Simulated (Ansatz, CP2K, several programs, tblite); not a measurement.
Energy against volume for a 12-atom cell of PtAs₂ started from a crystallographic database, at fixed shape and fractional coordinates, computed by several methods (PBE and r2SCAN, where shown, with plane waves in Ansatz); the cell shown is that of r2SCAN. With free coordinates or axes held, a curve is too stiff, and on another method's shape its minimum isn't the method's own volume. Space group Pa-3 (No. 205), cubic; a = 6.009 Å in the conventional setting, 18.08 Å³ an atom. As has 1 As at 2.41 Å and 3 Pt at 2.51 Å; Pt has 6 As at 2.51 Å. Calculated for a static, non-magnetic cell. Energies count from each curve's lowest point; fits are third-order Birch-Murnaghan.

```yaml
crystal:
  lattice:
    - [6.00938, 0.00000, 0.00000]
    - [0.00000, 6.00938, 0.00000]
    - [0.00000, 0.00000, 6.00938]
  atoms:
    - { symbol: As, position: [0.38405, 0.38405, 0.38405] }
    - { symbol: As, position: [0.11595, 0.61595, 0.88405] }
    - { symbol: As, position: [0.88405, 0.11595, 0.61595] }
    - { symbol: As, position: [0.61595, 0.88405, 0.11595] }
    - { symbol: As, position: [0.61595, 0.61595, 0.61595] }
    - { symbol: As, position: [0.88405, 0.38405, 0.11595] }
    - { symbol: As, position: [0.11595, 0.88405, 0.38405] }
    - { symbol: As, position: [0.38405, 0.11595, 0.88405] }
    - { symbol: Pt, position: [0.00000, 0.00000, 0.00000] }
    - { symbol: Pt, position: [0.50000, 0.00000, 0.50000] }
    - { symbol: Pt, position: [0.50000, 0.50000, 0.00000] }
    - { symbol: Pt, position: [0.00000, 0.50000, 0.50000] }
```

GFN2-xTB (tblite), on the shape of the cell shown, as a cluster of 96 atoms at the zone centre:
```tsv
V (Å³/atom)	E (meV/atom)
15.914	294.12
16.999	134.91
18.085	43.55
19.170	3.03
20.255	0.00
```
The lowest point is an end point, so the minimum isn't bracketed.

PBE/DZVP (CP2K), on the shape of the cell shown:
```tsv
V (Å³/atom)	E (meV/atom)
15.914	229.54
16.999	69.56
18.085	2.20
19.170	0.00
20.255	42.98
```
V₀ = 18.66 Å³ an atom and B₀ = 135 GPa.

PBE/SZV (CP2K), on the shape of the cell shown:
```csv
V (Å³/atom),E (meV/atom)
15.914,499.22
16.999,249.50
18.085,101.60
19.170,24.76
20.255,0.00
```
The lowest point is an end point, so the minimum isn't bracketed.

PBE, on the shape of its own relaxed cell:
```csv
V (Å³/atom),E (meV/atom)
17.412,32.47
17.967,7.65
18.523,0.00
19.079,6.67
19.634,25.25
```
V₀ = 18.53 Å³ an atom and B₀ = 137 GPa.

light PBE (260 eV, its own mesh), on the shape of the cell shown:
```csv
V (Å³/atom),E (meV/atom)
16.638,58.03
17.361,43.59
18.085,0.00
18.808,31.15
19.531,22.06
20.255,34.44
```
The points scatter about a smooth fit, as a low cutoff and a light mesh can make them, so no fit is quoted.
